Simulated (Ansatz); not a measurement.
# WS2 in Ansatz: notebook

The runs below take WS2 through density of states, with r2SCAN+U.

Everything below comes from runs of Ansatz 0.2.0. Logs are shortened: lines on timing, memory, paths and dates and some standing lists are left out, and cuts for length are marked.

**1. The structure**

The cell holds a slab with vacuum, 9 atoms: a = 3.183 Å, b = 3.183 Å, c = 28.532 Å, α = 90.00°, β = 90.00°, γ = 120.00°.

**2. Density of states, r2SCAN+U**

input.yaml

```yaml
crystal:
  lattice:
    - [3.1829541699, 0.0, 0.0]
    - [-1.591477085, 2.7565191702, 0.0]
    - [0.0, 0.0, 28.53221786]
  atoms:
    - { symbol: W, position: [0.6666666667, 0.3333333333, 0.43436168] }
    - { symbol: W, position: [0.6666666667, 0.3333333333, 0.88553378] }
    - { symbol: W, position: [0.0, 0.0, 0.65928643] }
    - { symbol: S, position: [0.6666666667, 0.3333333333, 0.60462521] }
    - { symbol: S, position: [0.0, 0.0, 0.37971025] }
    - { symbol: S, position: [0.0, 0.0, 0.83084828] }
    - { symbol: S, position: [0.6666666667, 0.3333333333, 0.71395221] }
    - { symbol: S, position: [0.0, 0.0, 0.48903042] }
    - { symbol: S, position: [0.0, 0.0, 0.94018573] }
hamiltonian:
  xc: r2scan
  pseudopotentials: { kind: paw }
  hubbard: { sites: [{ species: W, l: d, u_eff: 5.0 }] }
kpoints:
  mp_grid: { grid: [7, 7, 1] }
scf:
  occupations: { method: fermi_dirac, width: 0.05 }
  n_extra_bands: 22
output:
  forces: true
  stress: true
  eigenvalues: true
  dos: { projected: false, de: 0.05, nscf_kmesh: { grid: [11, 11, 2] } }
```

Potentials or basis: Ansatz PAW.

Started as:

```bash
$ ansatz run input.yaml --threads 4 --pin off --max-ram 11264MiB --backend cpu --events-out ev --progress --plain --runs-dir out
```

What it wrote:

```text
Warning: RAYON_NUM_THREADS=4 ignored (pool sized by the plan → 4); use --threads N
W: projections on atomic orbitals take those of the free atom [Kr 4d10 4f14] 5s2 5p6 5d4 6s2, of charge +0.00 (hamiltonian.pseudopotentials.projection_atoms); the dataset's partial waves leave at most 6.5e-5 of an orbital's norm unspanned inside its sphere
S: projections on atomic orbitals take those of the free atom [Ne] 3s2 3p4, of charge +0.00 (hamiltonian.pseudopotentials.projection_atoms); the dataset's partial waves leave at most 1.6e-7 of an orbital's norm unspanned inside its sphere
scf.n_extra_bands = 22 over 39 filled bands (N_el = 78.0): the run solves 61 bands
Engine: ansatz 0.2.0, aarch64-unknown-linux-gnu
Pseudopotentials: kind: paw
Pseudopotential: W, paw, valence charge 14, recommended cutoff 500 eV (meta_gga), W.paw.azcp
Pseudopotential: S, paw, valence charge 6, recommended cutoff 500 eV (meta_gga), S.paw.azcp
Functional definition: r2SCAN
  parameter k0 = 0.174
  parameter k1 = 0.065
  parameter a1 = 4.9479
  exchange = r2scan_x(k0 = k0, k1 = k1, a1 = a1)
  correlation = r2scan_c
Crystal: 9 atoms, lattice volume = 250.338 Å³
Basis set: ecut = 500 eV, 6327 PW (Γ), exchange–correlation on 96×96×864 points (64 copies of the dense FFT grid, shifted against one another)
Bands: 61, of which v1, the nominal top of the filled ones, is band 39 counted from 1 (38 counted from 0)
Symmetry: 6 space group operations
Space group: P3m1 (ITA 156), of the structure as read, at distance tolerance 6.3e-5 Å
k-points: 8 of 49 (time reversal used)
Non-local potential: W, projectors of the file, l = 0: 3, l = 1: 2, l = 2: 2, l = 3: 1
Non-local potential: S, projectors of the file, l = 0: 2, l = 1: 2, l = 2: 2
PAW form: soft (Blöchl's): semilocal exchange-correlation on the pseudo side does not see the compensation charge
PAW frozen core: W, regenerated for the run's functional (the file was generated under x = pbe(κ = 0.804, μ = 0.2195149727645171), c = pbe(β = 0.06672455060314922))
PAW frozen core: S, regenerated for the run's functional (the file was generated under x = pbe(κ = 0.804, μ = 0.2195149727645171), c = pbe(β = 0.06672455060314922))
PAW one-centre angular grid: W, 590 points (default); XC on 160 Gauss nodes
PAW one-centre angular grid: S, 302 points (default); XC on 160 Gauss nodes
Initial density: superposition of atomic densities (neutral atoms: chi_scale 0, normalization atom)
Initial wavefunctions: pseudopotential atomic-orbital guess
Functional: x = r2scan, c = r2scan; τ floored in thin density (d = 2e-4 eV/Å³)
SCF iter   1: F=—  HF=-36616.137273 eV  |F-HF|=—  |Δ(HF+E_count)|=         —  Δρ=4.16e-2  dr2=4.82e0  dr2_τ=2.87e-1  ethr=3.10e-3  ⟨swp⟩=9.2  Hψ=2792  notcnv=0  defer=20
preconditioner: auto → Resta (q_TF=auto, 2.246 Å⁻¹)  ε∞=3.2  [insulator: Δε(μ)=1.448 eV  Ē_g=11.703 eV  σ=0.050 eV  W_gap=1.00  n_scr=20 (ndim 8)  ℏωp=17.2 eV  f_vac=0.326  D(μ)=0.00/eV (n_scr^D=0)  ε∞_Penn≈3.2  vacuum switching on, ρ_ref=9.9e-3 e/Å³]
SCF iter   2: F=—  HF=-36616.099455 eV  |F-HF|=—  |Δ(HF+E_count)|=   3.78e-2  Δρ=1.90e-2  dr2=1.38e0  dr2_τ=2.68e-1  ethr=3.10e-3  ⟨swp⟩=3.1  Hψ=970  notcnv=0  defer=104
SCF iter   3: F=—  HF=-36616.258378 eV  |F-HF|=—  |Δ(HF+E_count)|=   1.59e-1  Δρ=1.01e-2  dr2=1.67e-1  dr2_τ=8.57e-3  ethr=1.77e-3  ⟨swp⟩=2.0  Hψ=614  notcnv=0  defer=104
SCF iter   4: F=—  HF=-36616.354287 eV  |F-HF|=—  |Δ(HF+E_count)|=   9.59e-2  Δρ=4.07e-3  dr2=4.21e-2  dr2_τ=8.33e-4  ethr=2.14e-4  ⟨swp⟩=2.5  Hψ=676  notcnv=0  defer=104
SCF iter   5: F=—  HF=-36616.370837 eV  |F-HF|=—  |Δ(HF+E_count)|=   1.65e-2  Δρ=1.06e-3  dr2=2.86e-3  dr2_τ=6.90e-5  ethr=5.40e-5  ⟨swp⟩=2.1  Hψ=715  notcnv=0  defer=107
SCF iter   6: F=—  HF=-36616.373040 eV  |F-HF|=—  |Δ(HF+E_count)|=   2.20e-3  Δρ=4.19e-4  dr2=3.87e-3  dr2_τ=4.43e-5  ethr=3.67e-6  ⟨swp⟩=2.4  Hψ=711  notcnv=0  defer=107
SCF iter   7: F=—  HF=-36616.372788 eV  |F-HF|=—  |Δ(HF+E_count)|=   2.52e-4  Δρ=9.45e-5  dr2=1.78e-5  dr2_τ=1.41e-6  ethr=3.67e-6  ⟨swp⟩=1.9  Hψ=499  notcnv=0  defer=107
SCF iter   8: F=—  HF=-36616.373037 eV  |F-HF|=—  |Δ(HF+E_count)|=   2.49e-4  Δρ=3.20e-5  dr2=7.17e-6  dr2_τ=3.70e-7  ethr=2.28e-8  ⟨swp⟩=3.1  Hψ=856  notcnv=0  defer=107
SCF iter   9: F=—  HF=-36616.373038 eV  |F-HF|=—  |Δ(HF+E_count)|=   1.16e-6  Δρ=2.70e-5  dr2=5.69e-6  dr2_τ=4.40e-7  ethr=9.19e-9  ⟨swp⟩=2.6  Hψ=674  notcnv=0  defer=107
SCF iter  10: F=—  HF=-36616.373037 eV  |F-HF|=—  |Δ(HF+E_count)|=   7.57e-7  Δρ=5.09e-6  dr2=1.76e-7  dr2_τ=2.19e-9  ethr=7.29e-9  ⟨swp⟩=2.0  Hψ=484  notcnv=0  defer=107
SCF iter  11: F=-36616.373037 eV  HF=-36616.373037 eV  |F-HF|=3.35e-8  |Δ(HF+E_count)|=   1.01e-9  Δρ=1.63e-6  dr2=4.05e-8  dr2_τ=8.76e-10  ethr=1.28e-10  ⟨swp⟩=16.4  Hψ=3128  notcnv=0
SCF 1 converged in 11 iterations: F = -36616.373037 eV  dr2 = 4.05e-8
NSCF: frozen V_eff on 32 k-points
SCF converged after 11 iterations
Free energy (F): -36616.373037 eV
Harris-Foulkes:  -36616.373037 eV  (|F-HF|=3.35e-8)
Internal energy: -36616.373037 eV  (E = F + TS)
E sigma→0 (E₀):  -36616.373037 eV
Entropy (-TS):   -0.000000 eV (-0.000 meV/atom)
Fermi energy:    5.752384 eV
--- Per-component energies (eV) ---
  E_band       = -1097.812928
  E_kinetic    = 1998.913054
  E_local      = -41533.360544  (includes V_loc(G=0)·N_el)
  E_nonlocal   = 173.216839
  E_hartree    = 19988.199410
  E_xc         = -1299.647583
  E_vxc        = -1349.683978  (∫ρ·V_xc dr)
  E_hubbard    = 18.439702  (on-site DFT+U / exact-exchange correction)
  E_vhub       = 0.186308  (the Hubbard potential's part of the band-sum identity)
  E_paw        = -29436.436870  (= ΣΔE_a)
  E_vpaw       = -430.539674  (= ΣTr[D̂ρ^β])
  E_aug_tail   = -0.000142  (compensation charges beyond the density's cutoff)
  E_vtau       = 67.040940  (kinetic-family band-sum trace: ∫τ·v_τ [+ j·A + Jᵃ·Aᵃ] dr)
  E_ewald      = 13476.725544
  E_core_change = -2.422447  (= ΣΔE_core)
  E_smearing   = -0.000000  (= −TS)
  E_closure    = 0.000000  (closes the sum)
  Σ components = -36616.373037   (vs F -36616.373037, Δ=0.00e0)
--- Forces (eV/Å), atoms counted from 1 ---
  atom   1  W     -0.00000000    -0.00000000    -0.00614991
  atom   2  W      0.00000000    -0.00000000    -0.00344653
  atom   3  W      0.00000000     0.00000000     0.00395298
  atom   4  S     -0.00000000    -0.00000000     0.00224395
  atom   5  S      0.00000000     0.00000000    -0.00955272
  atom   6  S      0.00000000     0.00000000     0.00872356
  atom   7  S     -0.00000000    -0.00000000     0.00224117
  atom   8  S      0.00000000     0.00000000    -0.00630220
  atom   9  S      0.00000000     0.00000000     0.00815670
  max |Σ_I F_I| component: 1.33e-4 eV/Å
--- Stress (GPa, compression-positive) ---
        0.420427       0.000000      -0.000000
        0.000000       0.420427      -0.000000
       -0.000000      -0.000000       0.148686
  P = ⅓ Tr σ = 0.3298 GPa (3.298 kbar)
--- Band table (eV; the first three rows and the last of 8) ---
  k-point 0: bands = ["-71.1578", "-71.1567", "-71.1565", "-34.7355", "-34.7339", "-34.7338", "-34.6540", "-34.6540", "-34.6527", "-34.6527", "-34.6527", "-34.6527", "-10.7180", "-10.6707", "-10.6282", "-9.0033", "-8.9106", "-8.8269", "-2.2390", "-2.0010", "-1.7592", "1.7176", "1.7176", "1.7229", "1.7229", "1.7250", "1.7250", "2.0395", "2.5763", "3.2052", "3.2052", "3.2182", "3.2182", "3.2210", "3.2267", "3.2267", "4.2398", "4.6598", "4.9622", "7.9960", "7.9960", "8.0299", "8.0299", "8.0634", "8.0634", "8.0662", "8.0662", "8.0697", "8.0697", "8.0787", "8.0787", "10.4459", "10.5436", "10.6427", "10.8160", "11.1865", "12.4163", "13.9008", "13.9951", "14.1253", "14.2086"]
  k-point 1: bands = ["-71.1537", "-71.1527", "-71.1525", "-34.7227", "-34.7226", "-34.7214", "-34.7213", "-34.7210", "-34.7209", "-34.6698", "-34.6686", "-34.6685", "-10.3762", "-10.3292", "-10.2869", "-8.8572", "-8.7727", "-8.6975", "-1.8283", "-1.5934", "-1.3510", "0.9374", "0.9484", "0.9553", "1.4767", "1.7892", "2.0271", "2.0437", "2.0523", "2.0567", "2.7224", "2.7380", "2.7490", "3.1925", "3.3478", "3.6421", "4.1153", "4.3653", "4.5078", "7.3439", "7.4747", "7.6396", "7.7119", "7.7613", "7.8053", "7.9781", "8.0462", "8.1070", "8.6172", "8.6422", "8.6596", "11.0266", "11.3926", "11.8817", "12.0702", "12.1109", "12.8688", "14.0767", "14.2312", "14.5799", "14.7540"]
  k-point 2: bands = ["-71.1451", "-71.1440", "-71.1438", "-34.8735", "-34.8722", "-34.8721", "-34.7052", "-34.7039", "-34.7039", "-34.6941", "-34.6925", "-34.6924", "-9.5100", "-9.4670", "-9.4284", "-8.5051", "-8.4429", "-8.3900", "-1.1801", "-1.0361", "-0.9055", "-0.1664", "-0.0782", "0.0537", "0.4488", "0.6014", "0.6851", "1.9143", "1.9325", "1.9464", "2.7751", "2.7887", "2.7956", "2.8105", "2.9689", "3.1859", "3.4581", "3.5106", "3.5332", "7.0300", "7.2722", "7.4239", "7.4682", "7.5078", "7.5420", "8.5325", "8.7169", "8.9092", "9.4552", "9.5244", "9.5842", "12.0734", "12.2234", "12.3875", "12.6488", "12.7272", "13.5380", "13.6078", "13.8249", "13.9476", "14.3570"]
  k-point 7: bands = ["-71.1363", "-71.1353", "-71.1351", "-34.9412", "-34.9398", "-34.9398", "-34.8441", "-34.8428", "-34.8427", "-34.6622", "-34.6606", "-34.6605", "-8.2758", "-8.2582", "-8.2463", "-7.9993", "-7.9811", "-7.9701", "-1.1247", "-1.0953", "-1.0799", "-0.9019", "-0.8671", "-0.8389", "0.4090", "0.4232", "0.4443", "0.7367", "0.8109", "0.9217", "1.2030", "1.3565", "1.4205", "2.5250", "2.5731", "2.6495", "4.3580", "4.3956", "4.4265", "6.6629", "6.6975", "6.7243", "8.3147", "8.4866", "8.6716", "8.6930", "8.8398", "8.9508", "10.5244", "10.6652", "10.8283", "11.7988", "11.9211", "11.9243", "12.3836", "12.7828", "13.2580", "14.4105", "14.4529", "14.6686", "15.1816"]
Occupation matrices written to <dir>
```

Run time: 28 s. Hardware: 4 threads of Arm Neoverse V1, shared host; peak memory 1.5 GiB.

What came out:

- Free energy: -36616.3730 eV
- Largest force: 0.010 eV/Å
- Band gap on the k mesh: 1.70 eV, indirect (least direct gap 2.24 eV)

Forces on the atoms (eV/Å):
```
W    0.000  0.000 -0.006
W    0.000  0.000 -0.003
W    0.000  0.000  0.004
S    0.000  0.000  0.002
S    0.000  0.000 -0.010
S    0.000  0.000  0.009
S    0.000  0.000  0.002
S    0.000  0.000 -0.006
S    0.000  0.000  0.008
```

States per cell in windows of 0.5 eV (zero at the valence-band top; states under -8 eV left out):
```
from (eV)  total
     -8.0   0.00
     -7.5   0.06
     -7.0   1.57
     -6.5   3.63
     -6.0   2.02
     -5.5   2.55
     -5.0   5.16
     -4.5   1.70
     -4.0   4.45
     -3.5   3.37
     -3.0   2.66
     -2.5   5.13
     -2.0   3.41
     -1.5   3.94
     -1.0   1.93
     -0.5   0.43
      0.0   0.00
      0.5   0.00
      1.0   0.07
      1.5   1.08
      2.0   3.47
      2.5   5.40
      3.0   3.66
      3.5   3.14
      4.0   2.38
      4.5   2.44
      5.0   1.83
      5.5   1.32
      6.0   1.31
      6.5   1.93
      7.0   1.74
      7.5   2.44
```

Eigenvalues of the final occupation matrices:
| site | spin | trace | eigenvalues |
| --- | --- | --- | --- |
| site 1 | 1 | 2.45 | 0.43 0.43 0.49 0.49 0.60 |
| site 2 | 1 | 2.45 | 0.43 0.43 0.49 0.49 0.60 |
| site 3 | 1 | 2.45 | 0.43 0.43 0.49 0.49 0.60 |

Caveat: odd divisions of the mesh miss points on the zone boundary, where band edges often lie, so the gap on the mesh can be too wide; spin-orbit coupling is left out, which moves the levels of the heavy elements; the PAW data sets come from PBE, with cores solved anew for the run's functional, which leaves a small shift of forces and pressure.

(Continued in part 2 of 2.)
